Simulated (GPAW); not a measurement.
Nb in GPAW: convergence with k mesh

Input of the first run (k mesh 3 × 3 × 3); the others differ in this setting and in those tied to it:

File run.py:

```python
from ase.dft.bandgap import bandgap
from ase.io import read, write
from ase.units import GPa
from gpaw import GPAW, PW

atoms = read('Nb.xyz')

calc = GPAW(mode=PW(600),
            xc='PBE',
            kpts={'size': (3, 3, 3), 'gamma': True},
            occupations={'name': 'fermi-dirac', 'width': 0.05},
            nbands=15,
            convergence={'density': 1e-05, 'energy': 1e-05},
            maxiter=100,
            txt='gpaw.txt')
atoms.calc = calc
energy = atoms.get_potential_energy()
forces = atoms.get_forces()
stress = atoms.get_stress()
calc.write('gs.gpw')
write('result.traj', atoms)
print(f'Energy: {energy:.6f} eV')
print('Forces (eV/A):')
print(forces.round(4))
print('Stress (GPa):', (stress / GPa).round(3))
print('Fermi level:', round(calc.get_fermi_level(), 4), 'eV')
print(f'Gap: {bandgap(calc)[0]:.4f} eV, direct: {bandgap(calc, direct=True)[0]:.4f} eV')
```

The input Nb.xyz:

```xyz
1
Lattice="0.0000000000 2.1150000000 2.1150000000 2.1150000000 0.0000000000 2.1150000000 2.1150000000 2.1150000000 0.0000000000" Properties=species:S:1:pos:R:3 pbc="T T T"
Nb     0.0000000000      0.0000000000      0.0000000000
```

Potentials or basis: GPAW PAW data sets (gpaw-data 1.2.1), pw.

The run is started by

```bash
$ OMP_NUM_THREADS=1 python run.py
```

This isn't the form of Nb at room conditions, which is bcc.

Hardware: 1 thread of Arm Neoverse V2, with other jobs on the host.

```
      k mesh  energy less the tightest run, at zero smearing (meV/atom)  pressure (GPa)  SCF cycles  CPU time (s)  peak memory (GiB)
   3 × 3 × 3                                                     349.25            8.51           8           2.5               0.12
   4 × 4 × 4                                                      19.41           -0.30           8           2.9               0.13
   5 × 5 × 5                                                     -23.78           -3.11           9           3.4               0.13
   6 × 6 × 6                                                      -4.72           -1.84           8           4.2               0.13
   7 × 7 × 7                                                     -27.89           -2.81           8             5               0.13
   8 × 8 × 8                                                       8.91           -2.47           8             6               0.13
10 × 10 × 10                                                     -12.16           -2.05           8           8.7               0.13
12 × 12 × 12                                                       2.55           -1.82           8            13               0.14
14 × 14 × 14                                                       0.00           -2.07           8            18               0.15
```

Not settled before the last step: the energy (to 1 meV/atom), the pressure (to 0.1 GPa). Meshes of other sizes hit other points, so gaps and Fermi surfaces needn't settle smoothly. The tightest run that finished is the yardstick and may itself not be fully converged.
